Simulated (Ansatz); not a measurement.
Take a crystal in which Ca has been replaced by Ba on all its sites, with the cell rescaled by a rough guess (in some cases also distorted within its space group) and nothing relaxed:

```cif
data_structure
_symmetry_space_group_name_H-M 'P 1'
_symmetry_Int_Tables_number 1
_cell_length_a 4.2669
_cell_length_b 4.2669
_cell_length_c 4.2669
_cell_angle_alpha 60.000
_cell_angle_beta 60.000
_cell_angle_gamma 60.000
_cell_volume 54.93
loop_
_atom_site_label
_atom_site_type_symbol
_atom_site_fract_x
_atom_site_fract_y
_atom_site_fract_z
_atom_site_occupancy
Ba1 Ba 0.00000 0.00000 0.00000 1
S1 S 0.50000 0.50000 0.50000 1
```

All numbers below come from Ansatz, DFT PBEsol, scalar-relativistic, plane waves, PAW.

Cutoff 420 eV; k points 8×8×8 on the computed 2-atom cell (Γ-centred); Gaussian smearing, width 0.02 eV; no spin polarisation.

(1) Will this cell want to expand or contract, and how hard?

(2) Is it a metal on this mesh?

(3) What is its energy against the elements in their standard states?

Spin-orbit coupling is left out, which matters for the bands of heavy elements.

Results:

(1) The pressure is 9.3 GPa (positive in compression), so the cell would expand.

(2) No: the gap is 1.68 eV, the least direct gap 1.68 eV.

(3) -2.040 eV/atom at this unrelaxed geometry, with the elements in the same functional.